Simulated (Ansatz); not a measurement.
Band structure of In

```
CELL_PARAMETERS angstrom
1.66964 0.96397 8.20746
-1.66964 0.96397 8.20746
0.00000 -1.92793 8.20746
ATOMIC_POSITIONS crystal
In 0.00000 0.00000 0.00000
In 0.77801 0.77801 0.77801
In 0.22199 0.22199 0.22199
```

Atom numbers follow the list: In1, In2, In3.

Structure from Materials Project entry mp-1184502 (possibly hypothetical), not relaxed further.

Spin–orbit coupling is left out, though it moves levels of the heavy atoms by tenths of an eV or more.

These are results of DFT, PBE, all-electron LAPW, scalar-relativistic (Ansatz 0.2.0), not measurements.

Settings: a Γ-centred 14×14×14 k mesh, Fermi–Dirac smearing of 0.05 eV, basis error target 0.5 meV/atom, no spin polarisation.

Points in fractions of the reciprocal vectors of this cell: Γ (0, 0, 0), T (0.5, 0.5, 0.5), H2 (0.824, 0.176, 0.5), H0 (0.5, -0.176, 0.176), L (0.5, 0, 0), S0 (0.338, -0.338, 0), S2 (0.662, 0, 0.338), F (0.5, 0, 0.5). The path joins them by straight lines in the order Γ–T–H2–H0–L–Γ–S0–S2–F; legs that retrace an earlier one aren't tabulated. Energies are in eV from the Fermi level.

(1) Is there a gap?

(2) List the levels between -20 and 2 eV at the symmetry points.

Answers

(1) none: with an odd electron count and no spin polarisation the bands can't all be full, a metal in this set-up (spin order or a larger cell could open a gap).

(2) 
Γ: -14.70 (×2), -14.66, -14.65 (×2), -14.63 (×2), -14.62 (×2), -14.52 (×2), -14.39 (×2), -14.38 (×2), -9.51, -7.06, -7.04, 0.47, 0.49
T: -14.72, -14.67, -14.66, -14.65 (×2), -14.63 (×2), -14.62 (×2), -14.48 (×2), -14.46 (×2), -14.35 (×2), -8.91, -8.89, -4.38, -3.38
H2: -14.74, -14.70, -14.66, -14.65, -14.59, -14.55, -14.54, -14.51, -14.50, -14.48, -14.47, -14.41, -14.37, -14.36, -14.34, -3.15, -3.15, -2.90, -1.70, -0.86, -0.71, 0.73, 0.77, 1.74
H0: -14.74, -14.70, -14.66, -14.65, -14.59, -14.55, -14.54, -14.51, -14.50, -14.48, -14.47, -14.41, -14.37, -14.36, -14.34, -3.15, -3.15, -2.90, -1.70, -0.86, -0.71, 0.73, 0.77, 1.74
L: -14.81, -14.80, -14.75, -14.71, -14.68, -14.64, -14.59, -14.44, -14.42, -14.41, -14.38, -14.34, -14.32 (×3), -4.78, -4.19, -3.02, -2.75, -1.16, -1.07
S0: -14.74, -14.69 (×2), -14.61, -14.61, -14.54, -14.53, -14.52, -14.51, -14.48, -14.47, -14.42, -14.37, -14.35 (×2), -3.21, -3.13, -2.75, -1.53, -1.39, -0.12, -0.05, 1.36, 1.45
S2: -14.74, -14.69 (×2), -14.61, -14.61, -14.54, -14.53, -14.52, -14.51, -14.48, -14.47, -14.42, -14.37, -14.35 (×2), -3.21, -3.13, -2.75, -1.53, -1.39, -0.12, -0.05, 1.36, 1.45
F: -14.85, -14.77, -14.72, -14.71, -14.68, -14.63, -14.57 (×2), -14.42, -14.39, -14.34, -14.33, -14.32, -14.31 (×2), -4.53, -4.26, -3.50, -3.05, -0.43, -0.32, 1.88
